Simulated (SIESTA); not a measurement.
The system is KBr.

```
CELL_PARAMETERS angstrom
0.00000 3.30000 3.30000
3.30000 0.00000 3.30000
3.30000 3.30000 0.00000
ATOMIC_POSITIONS crystal
Br 0.50000 0.50000 0.50000
K 0.00000 0.00000 0.00000
```

Base run:

| Item | Value |
| --- | --- |
| Program | SIESTA 5.4.2 |
| Functional | optB88-vdW |
| Potentials or basis | PseudoDojo 0.4 standard (PBE files) |
| Basis | DZP (energy shift 0.003 Ry; two zetas on semicore shells; d shell added on K) |
| Grid cutoff | 800 Ry |
| Energy shift | 0.003 Ry |
| k mesh | 7 × 7 × 7 |
| Occupations | fermi-dirac, width 0.05 eV |
| Spin | no spin polarisation |

Its results: band gap on the k mesh 4.45 eV, direct; pressure -0.1 GPa.

Task: The run is repeated on the same cell with these changes: functional from optB88-vdW to vdW-DF2. What comes out?

Result: Band gap on the k mesh 4.29 eV, direct; pressure 1.0 GPa.

Caveats: the potentials were made for another functional, which shifts forces and pressure; the basis of atomic orbitals isn't converged, which shifts pressures, moduli and gaps.

